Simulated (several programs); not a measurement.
## What each method gives for Si (4H polytype)

Si, 4H polytype, relaxed with r2SCAN in Ansatz, was computed with several methods. It is hexagonal, P6_3/mmc (No. 194); a = 3.840 Å, c = 12.624 Å in the conventional setting, 20.15 Å³ an atom. Around Si lie 4 Si at 2.35 Å; around Si lie 4 Si at 2.35–2.38 Å. No spin polarisation and no zero-point or thermal motion; the cell was built from a prototype and may be hypothetical.

```
Si
1.0
     3.84017    0.00000    0.00000
    -1.92009    3.32569    0.00000
     0.00000    0.00000   12.62367
Si
8
Direct
  0.00000 0.00000 0.00055
  0.33333 0.66667 0.24967
  0.00000 0.00000 0.50055
  0.66667 0.33333 0.74967
  0.00000 0.00000 0.18695
  0.33333 0.66667 0.43783
  0.00000 0.00000 0.68695
  0.66667 0.33333 0.93783
```

Gaps and times are for a single point on this cell; volume and bulk modulus come from each method's own relaxation or energy curve at fixed shape, which is too stiff where a cell has free coordinates or axes. Times are rough, from shared hosts (Arm Neoverse V1; Intel Xeon 6975P-C), and each method has its own mesh and cell size. A double dagger marks a value from a curve with shape and coordinates held. A star marks a curve whose lowest point is an end point. PM6 (MOPAC), PM7 (MOPAC), GFN1-xTB (tblite), GFN2-xTB (tblite) treat a cluster of cells at its zone centre, which samples few k points: where these miss a band edge, the gap comes out too large for that reason alone. Gaps from k meshes are read at a limited set of points (mesh, symmetry points, PBE's band edges), so each method's own least gap may be somewhat smaller. Force fields have no electrons; where one was fitted to this phase, its volume and modulus reflect the fit. xTB and the PM methods were fitted mostly to molecules, and can miss a solid's gap by electronvolts. Minimal bases can be far off for gaps. Times of the plane-wave ladder aren't listed, since it ran on unlike processors and cards. GLLB-SC's gap includes the derivative discontinuity. d marks a direct gap, i an indirect one (no mark: not told apart), a dash a value that wasn't computed or didn't pass its checks.

| method | kind | gap (eV) | own volume (Å³/atom) | bulk modulus (GPa) | atoms computed | processor time |
| --- | --- | --- | --- | --- | --- | --- |
| PBEsol | semilocal | – | 20.02 | – | 8 | – |
| Si.tersoff (LAMMPS) | force field | – | 20.03 | 98‡ | 8 | 0.11 s |
| SiC_Erhart-Albe.tersoff (LAMMPS) | force field | – | 20.00 | 99‡ | 8 | 0.11 s |
| Si.sw (LAMMPS) | force field | – | 20.02 | 101‡ | 8 | 0.12 s |
| Si.edip (LAMMPS) | force field | – | 20.02 | – | 8 | 0.14 s |
| non-self-consistent DFTB (CP2K) | tight binding | 2.75 d | – | – | 8 | 0.64 s |
| light PBE (260 eV and a coarse mesh) | light plane-wave | 0.55 i | 20.47‡ | 88‡ | 8 | 2.5 s |
| GFN1-xTB (tblite) | tight binding | 0.51 | 22.22*‡ | 85*‡ | cluster | 4.4 s |
| LDA | semilocal | 0.46 i | 19.67 | – | 8 | – |
| GFN2-xTB (tblite) | tight binding | 1.64 | 19.66‡ | 120‡ | cluster | 6.7 s |
| PBE/SZV (CP2K) | small basis | 2.81 i | 21.33‡ | 88‡ | 8 | 10 s |
| PBE | semilocal | 0.57 i | 20.43 | 89‡ | 8 | – |
| PM7 (MOPAC) | semi-empirical | 6.58 | 18.21*‡ | 186*‡ | cluster | 16 s |
| r2SCAN | semilocal | 0.76 i | 20.15 | 97‡ | 8 | – |
| PBE/DZVP (CP2K) | small basis | 0.62 i | 20.39‡ | 89‡ | 8 | 25 s |
| GLLB-SC (GPAW) | model potential | 1.04 | – | – | 8 | 57 s |
| HSE06 | hybrid | 1.12 i | – | – | 8 | – |
| PBE0 | hybrid | 1.78 i | – | – | 8 | – |
| PM6 (MOPAC) | semi-empirical | 3.63 | – | – | cluster | 3 min |
| r2SCANh | hybrid | 1.19 i | – | – | 8 | – |
| DDH-PBE0 | hybrid | 0.92 i | – | – | 8 | – |

Against HSE06 (1.12 eV) and with closed or daggered gaps left aside, the nearest gap at the points sampled is that of r2SCANh (+0.07 eV) and the farthest that of PM7 (MOPAC) (+5.46 eV). HSE06 is only a yardstick of convenience, and nearness to it can be luck.

Volumes against r2SCAN's: PBEsol -0.6 %, Si.tersoff (LAMMPS) -0.6 %, SiC_Erhart-Albe.tersoff (LAMMPS) -0.8 %, Si.sw (LAMMPS) -0.6 %, Si.edip (LAMMPS) -0.7 %, LDA -2.4 %, PBE +1.4 %.
